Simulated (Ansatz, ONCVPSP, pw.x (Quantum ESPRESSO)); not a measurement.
## Ti (bcc): variants of one ONCV potential in the solid

```
Element                 : Ti (Z = 22)
Generator               : ONCVPSP 4.0.1.1 (patched build)
Type                    : optimised norm-conserving Vanderbilt (ONCV)
Functional              : PBE
Relativity              : scalar-relativistic
Frozen core             : [Ne]
Valence charge          : 12
Reference configuration : 3s2 3p6 3d2 4s2
Partial waves           : 3s+4s: rc 1.85 bohr, ncon 4, nbas 7, qcut 7.2 1/bohr, 2 projectors; 3p: rc 1.50 bohr, ncon 4, nbas 8, qcut 10.3 1/bohr, 1 projector; 3d: rc 2.55 bohr, ncon 5, nbas 10, qcut 6.3 1/bohr, 2 projectors, debl 0.3 Ha; f scattering state at 0.13 Ha: rc 2.55 bohr, ncon 5, nbas 8, qcut 4.2 1/bohr, 2 projectors, debl 0.9 Ha
Local potential         : polynomial inside 1.35 bohr (lpopt 5, dvloc0 0 Ha)
Core correction         : Teter function, fcfact 3.75, rcfact 1.2
```

Crystal test: bcc Ti in pw.x 7.5, no spin, 14³ k-points, Fermi–Dirac smearing 0.01 Ry, cutoffs set for each file from its atomic test. The reference is all-electron LAPW (Ansatz 0.2.0) with the same functional, mesh and smearing; V0 and B0 come from Birch–Murnaghan fits to the pressures at five volumes. Errors are pseudo minus all-electron; Δ is the rms difference of the E(V) curves that follow from these fits, minima aligned, over ±6 % about the mean V0. Mesh and smearing are coarse, so the numbers serve the comparison and aren't converged zero-temperature values; the lattice is a test structure that the element need not adopt.

All-electron: a0 = 3.264 Å (V0 = 17.38 Å³/atom), B0 = 104.1 GPa.

```tsv
change	cutoffs (Ry)	pw.x	a0 (Å)	a0 error (%)	B0 error (%)	Δ (meV/atom)	mean pressure error (GPa)
base	60/240	converged	3.260	-0.12	-0.6	1.5	-0.40
s: rc 1.68	60/240	converged	3.260	-0.11	-0.8	1.4	-0.37
s: rc 2.02	60/240	converged	3.259	-0.14	-0.6	1.6	-0.44
s: rc 2.24	60/240	converged	3.259	-0.15	-0.5	1.8	-0.47
s: rc 2.66	60/240	converged	3.259	-0.16	-0.5	1.9	-0.50
```

Problem. Give the row for: s: rc 1.32; local potential polynomial inside 1.32 bohr (lpopt 5, dvloc0 0 Ha).

Solution. pw.x: converged; mean pressure error (GPa): -1.77; a0 (Å): 3.246; a0 error (%): -0.56; B0 error (%): +3.5; Δ (meV/atom): 6.7.
